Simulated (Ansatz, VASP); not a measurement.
# BaTe: VASP beside Ansatz

POSCAR

```
BaTe
1.0
    0.0000000000      3.3256025000      3.3256025000
    3.3256025000      0.0000000000      3.3256025000
    3.3256025000      3.3256025000      0.0000000000
Ba Te
1 1
Direct
    0.0000000000      0.0000000000      0.0000000000
    0.5000000000      0.5000000000      0.5000000000
```

Contents of INCAR.step1:

```
ALGO = Normal ; EDIFF = 1E-4
ENCUT = 520 ; GGA = PE
ISMEAR = 0 ; LASPH = T
LCHARG = F ; LREAL = F
LWAVE = T ; NBANDS = 15
NELM = 100 ; PREC = Accurate
SIGMA = 0.02
```

File INCAR.step2:

```
ALGO = Normal ; EDIFF = 1E-6
ENCUT = 520 ; ISIF = 2
ISMEAR = 0 ; ISTART = 1
LASPH = T ; LCHARG = F
LMIXTAU = T ; LREAL = F
LWAVE = F ; METAGGA = R2SCAN
NBANDS = 15 ; NELM = 100
PREC = Accurate ; SIGMA = 0.02
```

File KPOINTS:

```
k-points
0
Gamma
  8 8 8
```

Input for Ansatz:

```yaml
crystal:
  lattice:
    - [0.0, 3.3256025, 3.3256025]
    - [3.3256025, 0.0, 3.3256025]
    - [3.3256025, 3.3256025, 0.0]
  atoms:
    - { symbol: Ba, position: [0.0, 0.0, 0.0] }
    - { symbol: Te, position: [0.5, 0.5, 0.5] }
basis:
  ecutwfc: 500
kpoints:
  mp_grid: { grid: [8, 8, 8] }
hamiltonian:
  xc: r2scan
scf:
  occupations: { method: gaussian, width: 0.02 }
output:
  forces: true
  stress: true
  eigenvalues: true
  populations: true
```

Alike in both runs: task single point; functional r2SCAN; k mesh 8 × 8 × 8; occupations gaussian, width 0.02 eV; no spin polarisation.

```csv
,VASP,Ansatz
version,VASP 6.6.1,Ansatz 0.2.0
potentials or method,"VASP PAW PBE potentials, release 64 (Ba_sv, Te)","scalar-relativistic, plane waves, PAW"
plane-wave cutoff (eV),520,500
valence electrons in the cell,16,26
```

```csv
,VASP,Ansatz,Ansatz less VASP
gap on the k mesh at the Fermi level (eV),1.47,1.58,+0.115
least direct gap on the mesh (eV),1.83,1.90,+0.069
pressure (GPa),8.8,8.2,-0.60
```

The two sets of potentials don't hold the same shells in valence.

Caveats: the PAW data sets were made with another functional, which shifts forces and pressure a little (VASP); spin-orbit coupling is left out, which moves the levels of the heavy elements. A k mesh can miss the band edges.
